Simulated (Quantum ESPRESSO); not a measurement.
Crystal: BaZrO3.

```
Ba Zr O
1.0
     4.19134    0.00000    0.00000
     0.00000    4.19134    0.00000
     0.00000    0.00000    4.19134
Ba Zr O
1 1 3
Cartesian
  0.0000 0.0000 0.0000
  2.0957 2.0957 2.0957
  2.0957 2.0957 0.0000
  2.0957 0.0000 2.0957
  0.0000 2.0957 2.0957
```

Base run:

* Program: Quantum ESPRESSO 7.5
* Functional: PBE
* Potentials or basis: GBRV 1.5 PBE
* Cutoff: 612 eV
* Density cutoff: 4898 eV
* k mesh: 4 × 4 × 4
* Occupations: fermi-dirac, width 0.05 eV
* Spin: no spin polarisation

Its results: band gap on the k mesh 3.23 eV, indirect (least direct gap 3.44 eV); pressure 4.5 GPa.

Problem. The run is repeated on the same cell with these changes: k mesh from 4 × 4 × 4 to 2 × 2 × 2. What comes out?

Solution. Band gap on the k mesh 3.03 eV, indirect (least direct gap 3.25 eV); pressure 6.2 GPa.

Caveats: some runs use coarse meshes; the cell is more than 3 GPa from zero pressure, which shifts response properties; spin-orbit coupling is left out, which moves the levels of the heavy elements; on a mesh that holds Γ this program's dielectric tensor can be off by some percent beyond the error of the mesh (some runs).

A k mesh can miss the band edges.
